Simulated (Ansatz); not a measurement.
# Al: the crystal squeezed far

One table from this session's results is given with a row withheld; the runs are named, their logs left out.

Method: DFT PBE, with the methods named in each step, in Ansatz 0.2.0.

**The starting structure**

The structure is hexagonal, space group P6/mmm (No. 191). The conventional cell has a = 4.516 Å, b = 4.516 Å, c = 2.800 Å, α = 90.00°, β = 90.00°, γ = 120.00°. Al (site symmetry 6/mmm) has 14 Al at 2.80 to 2.96 Å as nearest neighbours. Al (site symmetry -6m2) has 11 Al at 2.61 to 2.96 Å as nearest neighbours.

As a file:

```cif
data_structure
_symmetry_space_group_name_H-M 'P6/mmm'
_symmetry_Int_Tables_number 191
_cell_length_a 4.5160
_cell_length_b 4.5160
_cell_length_c 2.7999
_cell_angle_alpha 90.000
_cell_angle_beta 90.000
_cell_angle_gamma 120.000
_cell_volume 49.45
loop_
_atom_site_label
_atom_site_type_symbol
_atom_site_symmetry_multiplicity
_atom_site_Wyckoff_symbol
_atom_site_fract_x
_atom_site_fract_y
_atom_site_fract_z
_atom_site_occupancy
Al1 Al 1 a 0.00000 0.00000 0.00000 1
Al2 Al 2 d 0.33333 0.66667 0.50000 1
```

The file gives the conventional cell by its symmetry; the runs use the cell typed in the input.

Whether this phase is the stable one at these pressures isn't tested.

Atoms are numbered in the order of the input: Al1, Al2, Al3.

The first run:

File input.yaml:

```yaml
crystal:
  lattice:
    - [4.5159990975, 0.0, 0.0]
    - [-2.2579995487, 3.9109699419, 0.0]
    - [0.0, 0.0, 2.7999194404]
  atoms:
    - { symbol: Al, position: [0.0, 0.0, 0.0] }
    - { symbol: Al, position: [0.3333333333, 0.6666666667, 0.5] }
    - { symbol: Al, position: [0.6666666667, 0.3333333333, 0.5] }
kpoints:
  mp_grid: { grid: [8, 8, 11] }
scf:
  occupations: { method: fermi_dirac, width: 0.08 }
hamiltonian:
  xc: pbe
  pseudopotentials: { kind: paw }
output:
  forces: true
  stress: true
relax:
  f_tol: 0.005
  max_steps: 40
  cell: {}
```

The run is started by

```sh
ansatz run input.yaml --threads 1 --pin off --max-ram 3072MiB --backend cpu --events-out ev --progress --plain --runs-dir out
```

Steps of the session up to this table: Cell relaxed at zero pressure, PAW; Volume scaled by 1, PAW; Shape and atoms relaxed at 0.85 of the volume, PAW; Volume scaled by 0.85, PAW; Shape and atoms relaxed at 0.65 of the volume, PAW; Volume scaled by 0.65, PAW; Shape and atoms relaxed at 0.55 of the volume, PAW; Volume scaled by 0.55, PAW; Shape and atoms relaxed at 0.4 of the volume, PAW; Volume scaled by 0.4, PAW; Volume scaled by 0.4, PAW (level accurate).

One table of the session follows, with a row left open; its other results are not shown here.

| method | volume over the first | volume (Å³/atom) | pressure (GPa) |
| --- | --- | --- | --- |
| PAW | 1 | 17.206 | 0.00 |
| PAW | 0.85 | ? | ? |
| PAW | 0.65 | 11.184 | 72.69 |
| PAW | 0.55 | 9.463 | 141.15 |
| PAW | 0.4 | 6.883 | 401.29 |
| PAW (level accurate) | 0.4 | 6.883 | 401.13 |

Q: Estimate the row for PAW, 0.85 from the others.

**Answer.** volume (Å³/atom): 14.625; pressure (GPa): 15.61. In the column «volume (Å³/atom)» it lies between PAW, 0.65 (11.184) and PAW, 1 (17.206).

Caveats from the session: A fit over so wide a range leans to the high pressures, so B₀ can be off by several per cent.
